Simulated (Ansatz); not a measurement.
**Ca: what symmetry allows forces and stress to be**

```
Ca
1.0
     3.96674   -0.15822    0.00000
    -2.12039    3.67265    0.00000
     0.00000    0.00000   12.54331
Ca
4
Direct
  0.98703 0.99351 0.99607
  0.35399 0.67699 0.25000
  0.98703 0.99351 0.50393
  0.67195 0.33598 0.75000
```

Theory: Ansatz 0.2.0, DFT PBE, scalar-relativistic, plane waves, PAW.

Plane waves to 420 eV, a k mesh through Γ of 12×12×4 on the computed 4-atom cell and Gaussian smearing (0.10 eV); no spin polarisation.

This distorted cell has space group Amm2, with 4 operations.

Problem. Without a calculation: in which directions can each atom feel a force?

Solution. A force must be left unchanged by every operation that keeps its atom in place, so it lies in the space that those operations leave fixed. Atoms that the group maps onto each other feel forces of one size.
```csv
atom,site symmetry,operations at the site,equivalent to atom,allowed force (Cartesian)
Ca1,.m.,2,1,"in the plane normal to (-0.50, 0.87, 0.00)"
Ca2,mm2,4,2,"along (0.87, 0.50, 0.00)"
Ca3,.m.,2,1,"in the plane normal to (-0.50, 0.87, 0.00)"
Ca4,mm2,4,4,"along (0.87, 0.50, 0.00)"
```

That leaves 4 independent force components of 12, tied by 1 condition that the forces sum to zero, so 3 remain. A relaxation in this cell that keeps the symmetry moves the atoms in these directions alone.

Problem. And the stress tensor?

Solution. It must be invariant under the point group, which leaves 3 independent components: yz, xz vanish. Further linear relations between components hold in this frame.

Problem. Do the computed values obey this?

Solution. Yes. Forces (eV/Å):
```
Ca1  0.029  0.017  0.078
Ca2 -0.118 -0.068  0.000
Ca3  0.029  0.017 -0.078
Ca4  0.060  0.035  0.000
```

Stress (GPa, compression positive, xx yy zz yz xz xy): -0.83 -1.59 0.18 0.00 0.00 0.66. The program imposes the same operations on density, forces and stress, so this confirms the analysis and is no independent test of the calculation.

This form isn't the element's structure at ambient conditions.